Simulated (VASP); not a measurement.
Input of a VASP 6.6.1 run:

The input INCAR:

```
SYSTEM = P
PREC     = Accurate       ! precision mode
ENCUT    = 520            ! plane-wave cutoff, eV
EDIFF    = 1E-6           ! SCF threshold, eV
ISMEAR   = 0              ! smearing method
SIGMA    = 0.1            ! smearing width, eV
LREAL    = .False.        ! projectors in reciprocal space
LASPH    = .True.         ! aspherical terms in the spheres
NELM     = 60             ! most SCF steps
ALGO     = Normal         ! electronic algorithm
ISIF     = 2              ! what is computed and relaxed
LWAVE    = .False.        ! write WAVECAR
LCHARG   = .False.        ! write CHGCAR
GGA      = PE             ! functional
NBANDS   = 14             ! bands
```

KPOINTS

```
regular mesh
0
Gamma
  6 6 6
  0 0 0
```

The input POSCAR:

```
P
1.0
    0.0000000000      4.5778834316      4.0228010978
    1.5900388445      0.0000000000      4.0228010978
    1.5900388445      4.5778834316      0.0000000000
P
3
Direct
    0.7130471712      0.3765017484      0.6234982516
    0.3765017484      0.7130471712      0.2869528288
    0.7437810804      0.7437810804      0.2562189196
```

Potentials or basis: VASP PAW PBE potentials, release 64 (P).

Launch:

```console
$ cat potpaw_PBE.64/P/POTCAR > POTCAR
$ mpirun -np 1 vasp_std > vasp.out
```

(1) Predict the largest force.

(2) What does it give for the band gap on the k mesh?

Answers

(1) 0.048 eV/Å.

(2) none (metal or under the smearing width).

Caveat: the k mesh is coarse (spacing up to 0.37 Å⁻¹), so the values aren't converged.
